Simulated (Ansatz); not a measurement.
# Ruthenium, hcp under revPBE: ground state and equation of state

What does revPBE give for ruthenium in the hcp structure? We relax it, solve it on a dense k-mesh, switch on spin-orbit coupling, then scale the cell to 7 volumes from 88 to 112 % of the relaxed one and try a fit of the equation of state. The start is ferromagnetic. The k-meshes are 13×13×8 for the relaxation; 22×22×12 for the dense run; 13×13×7 for spin-orbit coupling; 22×22×12 for the volumes. The starting cell is the deposited one, from the Crystallography Open Database.

Program: Ansatz 0.2.0. Level of theory: DFT revPBE, plane waves (420 eV) with PAW, scalar-relativistic; PBE-made PAW files. These are calculated values, not measurements.

## 1. The structure to begin with

It takes space group P6_3/mmc (No. 194, hexagonal). Conventional cell: a = 2.704 Å, b = 2.704 Å, c = 4.282 Å, α = 90.00°, β = 90.00°, γ = 120.00°. Ru (site symmetry -6m2) is surrounded by 12 Ru at 2.65 to 2.70 Å.

Structure file:

```
CELL_PARAMETERS angstrom
2.70389 0.00000 0.00000
-1.35194 2.34164 0.00000
0.00000 0.00000 4.28168
ATOMIC_POSITIONS crystal
Ru 0.33333 0.66667 0.25000
Ru 0.66667 0.33333 0.75000
```

Starting moments (μB): +1 ×2.

## 2. Relaxing cell and atoms

The input, input.yaml:

```yaml
crystal:
  lattice:
    - [2.7038898633, 0.0, 0.0]
    - [-1.3519449316, 2.3416373106, 0.0]
    - [0.0, 0.0, 4.28168]
  atoms:
    - { symbol: Ru, position: [0.3333333333, 0.6666666667, 0.25], spin: 1.0 }
    - { symbol: Ru, position: [0.6666666667, 0.3333333333, 0.75], spin: 1.0 }
hamiltonian:
  xc: revpbe
  pseudopotentials:
    kind: paw
    azcp:
      Ru: "pseudopotentials/Ru.paw.azcp"
basis:
  ecutwfc: 420
  fft_grid_basis: typed
kpoints:
  mp_grid: { grid: [13, 13, 8], shift: [0, 0, 0] }
magnetization:
  spin_polarized: true
scf:
  occupations: { method: fermi_dirac, width: 0.05 }
relax:
  max_steps: 60
  f_tol: 0.01
  cell: {}
```

Output (excerpt; [...] marks lines left out):

```text
Warning: RAYON_NUM_THREADS=4 ignored (pool sized by the plan → 4); use --threads N
[...]
Pseudopotentials: kind: paw
Pseudopotential: Ru, paw, valence charge 16, recommended cutoff 420 eV (normal), <dir>
Functional definition: revPBE
[...]
Crystal: 2 atoms, lattice volume = 27.110 Å³
Basis set: ecut = 420 eV, 537 PW (Γ), exchange–correlation on 40×40×60 points (8 copies of the dense FFT grid, shifted against one another)
Bands: 21, of which v1, the nominal top of the filled ones, is band 16 counted from 1 (15 counted from 0)
Symmetry: 24 space group operations
Space group: P63/mmc (ITA 194), of the structure as read, at distance tolerance 3.0e-5 Å
Magnetic group: BNS 194.263 (UNI 1493), of the structure as read, at distance tolerance 3.0e-5 Å
k-points: 105 of 1352
[...]
Starting moments: Σ|m| = 2 μB on 2 of 2 sites
[...]
SCF iter   1: F=—  HF=-11769.395160 eV  |F-HF|=—  |Δ(HF+E_count)|=         —  Δρ=7.90e-2 (↑7.90e-2 ↓4.74e-2)  dr2=3.70e0  dr2_m=1.83e-1  M=0.873 μB ∫|m|=0.876 μB  β_m=0.30  ethr=3.10e-3  ⟨swp⟩=5.1  Hψ=17767  notcnv=0
[...]
WARN: the starting moments were not kept: the SCF closed with an absolute magnetisation of 3.6e-7 μB, where they sum to 2 μB in size (2 sites). That is at most 0.1 of that sum. Measured as dr2_m measures the in/out step, that magnetisation stands 1.7e-14 eV from none, at or under the [...]
relax step   1: F+E_penalty+E_count = -11767.74020825 eV  Δ(F+E_penalty+E_count) = +0.000e0 eV  max|allowed force component| = 9.252e-18 eV/Å  Δτ_max = 0.0000 Å  P = +8.187 GPa  Ω = 27.110 Å³  (11 SCF iters, dr2 threshold 1.00e-7 eV, accepted)
[...]
relax step   5: F+E_penalty+E_count = -11767.75890558 eV  Δ(F+E_penalty+E_count) = -3.546e-4 eV  max|allowed force component| = 3.932e-17 eV/Å  Δτ_max = 0.0000 Å  P = +0.007 GPa  Ω = 27.819 Å³  stress off target by 1.09e-2 GPa  SCF on the basis re-selected at this cell (its energy is not [...]
SCF converged after 7 iterations
Magnetization: -0.0000 μB (16.0000 up, 16.0000 down)
Absolute magnetization: 0.0000 μB (∫|ρ↑−ρ↓|, with the PAW one-centre terms)
Spin contamination: 0.0000 ħ² per cell (⟨S²⟩ above its minimum at these occupations)
Per-site moments (μB) at R_I (Å): [(-2.556970463780968e-9, 1.1001051884344346), (-2.5569704691540154e-9, 1.1001051884344346)]
Free energy (F): -11767.758906 eV
[...]
E sigma→0 (E₀):  -11767.752123 eV
Entropy (-TS):   -0.013566 eV (-6.783 meV/atom)
Fermi energy:    22.933500 eV
[...]
--- Forces (eV/Å), atoms counted from 1 ---
  atom   1  Ru    -0.00000000     0.00000000     0.00000000
  atom   2  Ru     0.00000000    -0.00000000     0.00000000
[...]
--- Stress (GPa, compression-positive) ---
        0.010943       0.000000       0.000000
        0.000000       0.010943       0.000000
        0.000000       0.000000      -0.001208
  P = ⅓ Tr σ = 0.0069 GPa (0.069 kbar)
--- Relaxed structure (4 steps of the walk, 4 accepted, 1 SCFs on fresh bases) ---
  F+E_penalty+E_count = -11767.75890558 eV   max|allowed force component| = 3.932e-17 eV/Å   (the final SCF, on the basis selected at the relaxed cell)
  cell:  # Å, volume = 27.8188 Å³
    - [2.7332157269730017, -2.918060990516734e-11, 0.0]
    - [-1.3666078634612298, 2.367034253596362, 0.0]
    - [0.0, 0.0, 4.2999140075872795]
  atoms:
    - { symbol: Ru, position: [0.33333333333333326, 0.6666666666666666, 0.25] }
    - { symbol: Ru, position: [0.6666666666666666, 0.3333333333333333, 0.75] }
```

Wall time 9.3 s (4 threads of an Arm CPU, shared host); peak memory 0.37 GiB.

The steps of the relaxation:

| step | energy change (meV/atom) | largest force (eV/Å) | pressure (GPa) | volume (Å³/atom) |
| --- | --- | --- | --- | --- |
| 1 | 0.00 | 0.0000 | 8.19 | 13.555 |
| 2 | 0.39 | 0.0000 | -7.33 | 14.284 |
| 3 | -9.13 | 0.0000 | -0.42 | 13.931 |
| 4 | -9.17 | 0.0000 | 0.03 | 13.909 |
| 5 | -9.35 | 0.0000 | 0.01 | 13.909 |

Steps that repeat a cell are solved on a basis chosen anew, so their changes of energy are no gain of the relaxation.

The cell of the run, before and after:

|  | before | after | change |
| --- | --- | --- | --- |
| a (Å) | 2.704 | 2.733 | +1.1 % |
| b (Å) | 2.704 | 2.733 | +1.1 % |
| c (Å) | 4.282 | 4.300 | +0.4 % |
| volume (Å³/atom) | 13.555 | 13.909 | +2.6 % |
| shortest distance (Å) | 2.650 | 2.667 | +0.7 % |
| space group (spins left aside) | P6_3/mmc | P6_3/mmc | same |

## 3. The energy on a finer k-mesh

The input, input.yaml:

```yaml
crystal:
  lattice:
    - [2.733215727, 0.0, 0.0]
    - [-1.3666078635, 2.3670342536, 0.0]
    - [0.0, 0.0, 4.2999140076]
  atoms:
    - { symbol: Ru, position: [0.3333333333, 0.6666666667, 0.25], spin: 1.0 }
    - { symbol: Ru, position: [0.6666666667, 0.3333333333, 0.75], spin: 1.0 }
hamiltonian:
  xc: revpbe
  pseudopotentials:
    kind: paw
    azcp:
      Ru: "pseudopotentials/Ru.paw.azcp"
basis:
  ecutwfc: 420
  fft_grid_basis: typed
kpoints:
  mp_grid: { grid: [22, 22, 12], shift: [0, 0, 0] }
magnetization:
  spin_polarized: true
scf:
  occupations: { method: fermi_dirac, width: 0.05 }
```

Output (excerpt; [...] marks lines left out):

```text
Warning: RAYON_NUM_THREADS=4 ignored (pool sized by the plan → 4); use --threads N
[...]
[... 3 set-up lines as earlier in the session ...]
[...]
Crystal: 2 atoms, lattice volume = 27.819 Å³
Basis set: ecut = 420 eV, 537 PW (Γ)
Bands: 21, of which v1, the nominal top of the filled ones, is band 16 counted from 1 (15 counted from 0)
[... 2 set-up lines as earlier in the session ...]
Magnetic group: BNS 194.263 (UNI 1493), of the structure as read, at distance tolerance 3.0e-5 Å
k-points: 364 of 5808
[...]
Starting moments: Σ|m| = 2 μB on 2 of 2 sites
[...]
SCF iter   1: F=—  HF=-11770.046352 eV  |F-HF|=—  |Δ(HF+E_count)|=         —  Δρ=1.01e-1 (↑1.01e-1 ↓4.13e-2)  dr2=3.85e0  dr2_m=6.32e-1  M=0.136 μB ∫|m|=0.136 μB  β_m=0.30  ethr=3.10e-3  ⟨swp⟩=5.1  Hψ=60882  notcnv=0
[...]
SCF iter   9: F=-11767.762787 eV  HF=-11767.762787 eV  |F-HF|=7.28e-12  |Δ(HF+E_count)|=   1.30e-9  Δρ=1.44e-7 (↑9.85e-8 ↓1.44e-7)  dr2=8.30e-12  dr2_m=8.87e-13  M=0.000 μB ∫|m|=0.000 μB  ethr=1.55e-12  ⟨swp⟩=1.0  Hψ=44856  notcnv=0
[...]
WARN: the starting moments were not kept: the SCF closed with an absolute magnetisation of 9.5e-7 μB, where they sum to 2 μB in size (2 sites). That is at most 0.1 of that sum. Measured as dr2_m measures the in/out step, that magnetisation stands 1.4e-13 eV from none, at or under the [...]
SCF converged after 9 iterations
Magnetization: 0.0000 μB (16.0000 up, 16.0000 down)
Absolute magnetization: 0.0000 μB (∫|ρ↑−ρ↓|, with the PAW one-centre terms)
Spin contamination: 0.0000 ħ² per cell (⟨S²⟩ above its minimum at these occupations)
Per-site moments (μB) at R_I (Å): [(-1.532199180089926e-7, 1.1001051884399347), (-1.5321991795971645e-7, 1.1001051884399347)]
Free energy (F): -11767.762787 eV
[...]
E sigma→0 (E₀):  -11767.756716 eV
Entropy (-TS):   -0.012142 eV (-6.071 meV/atom)
Fermi energy:    22.894754 eV
[...]
```

It took 6.2 s on 4 threads of an Arm CPU, shared host; peak memory 0.54 GiB.

## 4. With spin-orbit coupling

The input, input.yaml:

```yaml
crystal:
  lattice:
    - [2.733215727, 0.0, 0.0]
    - [-1.3666078635, 2.3670342536, 0.0]
    - [0.0, 0.0, 4.2999140076]
  atoms:
    - { symbol: Ru, position: [0.3333333333, 0.6666666667, 0.25], spin: 1.0, spin_axis: [0, 0, 1] }
    - { symbol: Ru, position: [0.6666666667, 0.3333333333, 0.75], spin: 1.0, spin_axis: [0, 0, 1] }
hamiltonian:
  xc: revpbe
  pseudopotentials:
    kind: paw_fr
    azcp:
      Ru: "pseudopotentials/Ru.paw.azcp"
basis:
  ecutwfc: 420
  fft_grid_basis: typed
kpoints:
  mp_grid: { grid: [13, 13, 7], shift: [0, 0, 0] }
magnetization:
  noncollinear: true
  spin_orbit: true
scf:
  occupations: { method: fermi_dirac, width: 0.05 }
```

Output (excerpt; [...] marks lines left out):

```text
Warning: RAYON_NUM_THREADS=4 ignored (pool sized by the plan → 4); use --threads N
[...]
Pseudopotentials: kind: paw_fr
Pseudopotential: Ru, paw_fr, valence charge 16, recommended cutoff 420 eV (normal), <dir>
[... 1 set-up line as earlier in the session ...]
[...]
Crystal: 2 atoms, lattice volume = 27.819 Å³
Basis set: ecut = 420 eV, 537 PW (Γ)
Bands: 40, of which v1, the nominal top of the filled ones, is band 32 counted from 1 (31 counted from 0)
Symmetry: 12 space group operations + 12 with time reversal
Magnetic group: BNS 194.270 (UNI 1500), of the structure as read, at distance tolerance 3.0e-5 Å
k-points: 84 of 1183 (time reversal used)
Projection manifold: j_resolved (fully-relativistic pseudo-atomic orbitals)
[...]
Starting moments: Σ|m| = 2 μB on 2 of 2 sites
[...]
SCF iter   1: F=—  HF=-11771.860195 eV  |F-HF|=—  |Δ(HF+E_count)|=         —  Δρ=1.19e-1  dr2=3.90e0  dr2_m=6.89e-1  ethr=3.10e-3  |M|=4.63e-1 ∫|m|=4.75e-1 μB  |m|>n=0.0e0 m-floor=0.0e0 τ_xc=1.1e-15 mc-row=0.0e0  β_m=0.30  ⟨swp⟩=8.0  Hψ=15996  notcnv=0
[...]
spin-set hold released at iteration 8 (site moments contracting): the magnetisation degrees of freedom join the quasi-Newton model from the next iteration; the mixer history was flushed
[...]
SCF iter  15: F=-11770.893768 eV  HF=-11770.893768 eV  |F-HF|=3.64e-12  |Δ(HF+E_count)|=   3.81e-9  Δρ=5.70e-7  dr2=2.21e-11  dr2_m=2.09e-11  ethr=1.00e-12  |M|=4.57e-6 ∫|m|=4.59e-6 μB  |m|>n=0.0e0 m-floor=0.0e0 τ_xc=1.3e-13 mc-row=0.0e0  ⟨swp⟩=3.0  Hψ=9139  notcnv=0
WARN: the starting moments were not kept: the SCF closed with an absolute magnetisation of 4.5e-6 μB, where they sum to 2 μB in size (2 sites). That is at most 0.1 of that sum. Measured as dr2_m measures the in/out step, that magnetisation stands 4.1e-12 eV from none, at or under the [...]
SCF converged after 15 iterations
Magnetization: |M| = 0.0000 μB,  M = (+0.0000, -0.0000, -0.0000) μB
Absolute magnetization: 0.0000 μB (∫|m|, with the PAW one-centre terms)
  site 0: m = (+0.0000, -0.0000, -0.0000) μB, |m| = 0.0000 μB  (R = 1.10 Å)
  site 1: m = (-0.0000, +0.0000, -0.0000) μB, |m| = 0.0000 μB  (R = 1.10 Å)
Free energy (F): -11770.893768 eV
[...]
E sigma→0 (E₀):  -11770.886495 eV
Entropy (-TS):   -0.014547 eV (-7.273 meV/atom)
Fermi energy:    22.941383 eV
[...]
```

It took 10 s on 4 threads of an Arm CPU, shared host; peak memory 0.48 GiB.

With and without spin-orbit coupling:

|  | scalar-relativistic | with spin-orbit coupling |
| --- | --- | --- |
| k-mesh | 22×22×12 | 13×13×7 |
| gap on the mesh | none (levels filled in part) | none (levels filled in part) |
| magnetic state | non-magnetic | non-magnetic |

The meshes differ, so small differences between the columns need not come from spin-orbit coupling.

## 5. At 88 % of the relaxed volume

The input, input.yaml:

```yaml
crystal:
  lattice:
    - [2.6191968216, 0.0, 0.0]
    - [-1.3095984108, 2.268290985, 0.0]
    - [0.0, 0.0, 4.1205386719]
  atoms:
    - { symbol: Ru, position: [0.3333333333, 0.6666666667, 0.25], spin: 1.0 }
    - { symbol: Ru, position: [0.6666666667, 0.3333333333, 0.75], spin: 1.0 }
hamiltonian:
  xc: revpbe
  pseudopotentials:
    kind: paw
    azcp:
      Ru: "pseudopotentials/Ru.paw.azcp"
basis:
  ecutwfc: 420
  fft_grid_basis: typed
kpoints:
  mp_grid: { grid: [22, 22, 12], shift: [0, 0, 0] }
magnetization:
  spin_polarized: true
scf:
  occupations: { method: fermi_dirac, width: 0.05 }
output:
  stress: true
```

Output (excerpt; [...] marks lines left out):

```text
Warning: RAYON_NUM_THREADS=4 ignored (pool sized by the plan → 4); use --threads N
[...]
[... 3 set-up lines as earlier in the session ...]
[...]
Crystal: 2 atoms, lattice volume = 24.481 Å³
Basis set: ecut = 420 eV, 487 PW (Γ)
Bands: 21, of which v1, the nominal top of the filled ones, is band 16 counted from 1 (15 counted from 0)
[... 1 set-up line as earlier in the session ...]
Space group: P63/mmc (ITA 194), of the structure as read, at distance tolerance 2.9e-5 Å
Magnetic group: BNS 194.263 (UNI 1493), of the structure as read, at distance tolerance 2.9e-5 Å
k-points: 364 of 5808
[...]
Starting moments: Σ|m| = 2 μB on 2 of 2 sites
[...]
SCF iter   1: F=—  HF=-11769.870828 eV  |F-HF|=—  |Δ(HF+E_count)|=         —  Δρ=1.07e-1 (↑1.07e-1 ↓4.69e-2)  dr2=3.47e0  dr2_m=6.61e-1  M=0.118 μB ∫|m|=0.118 μB  β_m=0.30  ethr=3.10e-3  ⟨swp⟩=5.1  Hψ=62026  notcnv=0
[...]
SCF iter   9: F=-11767.281612 eV  HF=-11767.281612 eV  |F-HF|=0.00e0  |Δ(HF+E_count)|=  2.27e-10  Δρ=1.58e-7 (↑1.58e-7 ↓8.02e-8)  dr2=1.60e-12  dr2_m=3.10e-12  M=-0.000 μB ∫|m|=0.000 μB  ethr=1.00e-12  ⟨swp⟩=1.2  Hψ=43886  notcnv=0
[...]
WARN: the starting moments were not kept: the SCF closed with an absolute magnetisation of 1.8e-6 μB, where they sum to 2 μB in size (2 sites). That is at most 0.1 of that sum. Measured as dr2_m measures the in/out step, that magnetisation stands 5.5e-13 eV from none, at or under the [...]
SCF converged after 9 iterations
Magnetization: -0.0000 μB (16.0000 up, 16.0000 down)
Absolute magnetization: 0.0000 μB (∫|ρ↑−ρ↓|, with the PAW one-centre terms)
Spin contamination: 0.0000 ħ² per cell (⟨S²⟩ above its minimum at these occupations)
Per-site moments (μB) at R_I (Å): [(-4.453581770388159e-7, 1.0542131689433543), (-4.453581771273791e-7, 1.0542131689433543)]
Free energy (F): -11767.281612 eV
[...]
E sigma→0 (E₀):  -11767.276666 eV
Entropy (-TS):   -0.009892 eV (-4.946 meV/atom)
Fermi energy:    26.729244 eV
[...]
--- Stress (GPa, compression-positive) ---
       50.593713       0.000000       0.000000
       -0.000000      50.593713       0.000000
        0.000000       0.000000      55.642444
  P = ⅓ Tr σ = 52.2766 GPa (522.766 kbar)
```

It took 6.2 s on 4 threads of an Arm CPU, shared host; peak memory 0.52 GiB.

## 6. At 92 % of the relaxed volume

Changes to input.yaml since step 5:

```diff
@@ -2,5 +2,5 @@
   lattice:
-    - [2.6191968216, 0.0, 0.0]
-    - [-1.3095984108, 2.268290985, 0.0]
-    - [0.0, 0.0, 4.1205386719]
+    - [2.6582950757, 0.0, 0.0]
+    - [-1.3291475378, 2.3021510663, 0.0]
+    - [0.0, 0.0, 4.1820483175]
   atoms:
```

Output (excerpt; [...] marks lines left out):

```text
Warning: RAYON_NUM_THREADS=4 ignored (pool sized by the plan → 4); use --threads N
[...]
[... 3 set-up lines as earlier in the session ...]
[...]
Crystal: 2 atoms, lattice volume = 25.593 Å³
Basis set: ecut = 420 eV, 523 PW (Γ)
Bands: 21, of which v1, the nominal top of the filled ones, is band 16 counted from 1 (15 counted from 0)
[... 2 set-up lines as earlier in the session ...]
Magnetic group: BNS 194.263 (UNI 1493), of the structure as read, at distance tolerance 2.9e-5 Å
k-points: 364 of 5808
[...]
Starting moments: Σ|m| = 2 μB on 2 of 2 sites
[...]
SCF iter   1: F=—  HF=-11770.085194 eV  |F-HF|=—  |Δ(HF+E_count)|=         —  Δρ=1.05e-1 (↑1.05e-1 ↓4.48e-2)  dr2=3.60e0  dr2_m=6.52e-1  M=0.122 μB ∫|m|=0.122 μB  β_m=0.30  ethr=3.10e-3  ⟨swp⟩=5.1  Hψ=61364  notcnv=0
[...]
SCF iter  10: F=-11767.566658 eV  HF=-11767.566658 eV  |F-HF|=1.82e-12  |Δ(HF+E_count)|=  7.06e-10  Δρ=5.76e-8 (↑5.76e-8 ↓2.21e-8)  dr2=7.93e-13  dr2_m=1.94e-13  M=0.000 μB ∫|m|=0.000 μB  ethr=1.00e-12  ⟨swp⟩=1.0  Hψ=43011  notcnv=0
[...]
WARN: the starting moments were not kept: the SCF closed with an absolute magnetisation of 4.9e-7 μB, where they sum to 2 μB in size (2 sites). That is at most 0.1 of that sum. Measured as dr2_m measures the in/out step, that magnetisation stands 4.4e-14 eV from none, at or under the [...]
SCF converged after 10 iterations
Magnetization: 0.0000 μB (16.0000 up, 16.0000 down)
Absolute magnetization: 0.0000 μB (∫|ρ↑−ρ↓|, with the PAW one-centre terms)
Spin contamination: 0.0000 ħ² per cell (⟨S²⟩ above its minimum at these occupations)
Per-site moments (μB) at R_I (Å): [(1.332948591805083e-7, 1.0699500139389648), (1.3329485912056621e-7, 1.0699500139389648)]
Free energy (F): -11767.566658 eV
[...]
E sigma→0 (E₀):  -11767.561362 eV
Entropy (-TS):   -0.010592 eV (-5.296 meV/atom)
Fermi energy:    25.342470 eV
[...]
--- Stress (GPa, compression-positive) ---
       29.501235      -0.000000       0.000000
        0.000000      29.501235       0.000000
        0.000000       0.000000      32.940534
  P = ⅓ Tr σ = 30.6477 GPa (306.477 kbar)
```

Run time: 6.7 s. Hardware: 4 threads of an Arm CPU, shared host; peak memory 0.53 GiB.

## 7. At 96 % of the relaxed volume

Changes to input.yaml since step 6:

```diff
@@ -2,5 +2,5 @@
   lattice:
-    - [2.6582950757, 0.0, 0.0]
-    - [-1.3291475378, 2.3021510663, 0.0]
-    - [0.0, 0.0, 4.1820483175]
+    - [2.696275851, 0.0, 0.0]
+    - [-1.3481379255, 2.3350433826, 0.0]
+    - [0.0, 0.0, 4.2417999376]
   atoms:
```

Output (excerpt; [...] marks lines left out):

```text
Warning: RAYON_NUM_THREADS=4 ignored (pool sized by the plan → 4); use --threads N
[...]
[... 3 set-up lines as earlier in the session ...]
[...]
Crystal: 2 atoms, lattice volume = 26.706 Å³
Basis set: ecut = 420 eV, 537 PW (Γ)
Bands: 21, of which v1, the nominal top of the filled ones, is band 16 counted from 1 (15 counted from 0)
[... 2 set-up lines as earlier in the session ...]
Magnetic group: BNS 194.263 (UNI 1493), of the structure as read, at distance tolerance 3.0e-5 Å
k-points: 364 of 5808
[...]
Starting moments: Σ|m| = 2 μB on 2 of 2 sites
[...]
SCF iter   1: F=—  HF=-11770.131249 eV  |F-HF|=—  |Δ(HF+E_count)|=         —  Δρ=1.03e-1 (↑1.03e-1 ↓4.31e-2)  dr2=3.75e0  dr2_m=6.42e-1  M=0.129 μB ∫|m|=0.129 μB  β_m=0.30  ethr=3.10e-3  ⟨swp⟩=5.1  Hψ=61104  notcnv=0
[...]
SCF iter  10: F=-11767.717741 eV  HF=-11767.717741 eV  |F-HF|=1.82e-12  |Δ(HF+E_count)|=  1.82e-12  Δρ=1.50e-8 (↑1.50e-8 ↓1.12e-8)  dr2=2.67e-14  dr2_m=2.40e-14  M=-0.000 μB ∫|m|=0.000 μB  ethr=1.00e-12  ⟨swp⟩=1.0  Hψ=33493  notcnv=0
[...]
WARN: the starting moments were not kept: the SCF closed with an absolute magnetisation of 1.9e-7 μB, where they sum to 2 μB in size (2 sites). That is at most 0.1 of that sum. Measured as dr2_m measures the in/out step, that magnetisation stands 7.6e-15 eV from none, at or under the [...]
SCF converged after 10 iterations
Magnetization: -0.0000 μB (16.0000 up, 16.0000 down)
Absolute magnetization: 0.0000 μB (∫|ρ↑−ρ↓|, with the PAW one-centre terms)
Spin contamination: 0.0000 ħ² per cell (⟨S²⟩ above its minimum at these occupations)
Per-site moments (μB) at R_I (Å): [(-6.228520972764714e-8, 1.0852370794896256), (-6.22852096126099e-8, 1.0852370794896256)]
Free energy (F): -11767.717741 eV
[...]
E sigma→0 (E₀):  -11767.712072 eV
Entropy (-TS):   -0.011338 eV (-5.669 meV/atom)
Fermi energy:    24.068633 eV
[...]
--- Stress (GPa, compression-positive) ---
       12.812332       0.000000       0.000000
        0.000000      12.812332       0.000000
        0.000000       0.000000      14.947760
  P = ⅓ Tr σ = 13.5241 GPa (135.241 kbar)
```

It took 6.8 s on 4 threads of an Arm CPU, shared host; peak memory 0.54 GiB.

[end of part 1 of 2]
